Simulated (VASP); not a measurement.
MgO:

```
Mg O
1.0
     3.29850    0.00000    0.00000
    -1.64925    2.85658    0.00000
     0.00000    0.00000    5.01528
Mg O
2 2
Cartesian
  0.0000 1.9044 2.4625
  1.6492 0.9522 4.9701
  1.6492 0.9522 1.9460
  0.0000 1.9044 4.4536
```

The cell was built by a generator and needn't be a form met in nature.

Base run:

- Program: VASP 6.6.1
- Functional: HSE06
- Potentials or basis: VASP PAW PBE potentials, release 64 (Mg, O)
- Cutoff: 520 eV
- k mesh: 6 × 6 × 3
- Occupations: gaussian, width 0.03 eV
- Spin: no spin polarisation

Its results: band gap on the k mesh 5.11 eV, direct; pressure -0.6 GPa.

Question: The run is repeated on the same cell with these changes: functional from HSE06 to PBEsol; further incar settings from ALGO = Normal; EDIFF = 1e-06; NBANDS = 16 to ALGO = Fast; EDIFF = 1e-06; NBANDS = 16. What comes out?

Answer: Band gap on the k mesh 3.38 eV, direct; pressure 0.3 GPa.

Caveats: the PAW data sets were made with another functional, which shifts forces and pressure a little.
